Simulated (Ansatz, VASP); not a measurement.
BN: VASP beside Ansatz

```
B N
1.0
     2.50399    0.00000    0.00000
    -1.25200    2.16852    0.00000
     0.00000    0.00000    6.32814
B N
2 2
Direct
  0.33333 0.66667 0.25000
  0.66667 0.33333 0.75000
  0.33333 0.66667 0.75000
  0.66667 0.33333 0.25000
```

Change from the starting cell: strain +0.000 along x and y, -0.050 along z, atoms carried along.

Alike in both runs: task single point; functional PBEsol; k mesh 12 × 12 × 4; occupations gaussian, width 0.05 eV; no spin polarisation.

|  | VASP | Ansatz |
| --- | --- | --- |
| version | VASP 6.6.1 | Ansatz 0.2.0 |
| potentials or method | VASP PAW PBE potentials, release 64 (B, N) | scalar-relativistic, plane waves, PAW |
| plane-wave cutoff (eV) | 520 | 420 |
| valence electrons in the cell | 16 | 16 |

```csv
,VASP,Ansatz,Ansatz less VASP
gap on the k mesh at the Fermi level (eV),4.05,4.06,+0.011
least direct gap on the mesh (eV),4.42,4.43,+0.011
pressure (GPa),1.4,1.1,-0.32
largest component of the traceless stress (GPa),0.90,1.36,+0.467
```

Caveats: the PAW data sets were made with another functional, which shifts forces and pressure a little (VASP); this functional lacks dispersion, which binds the layers, so the pressure and a relaxed spacing across them are unreliable. A k mesh can miss the band edges.
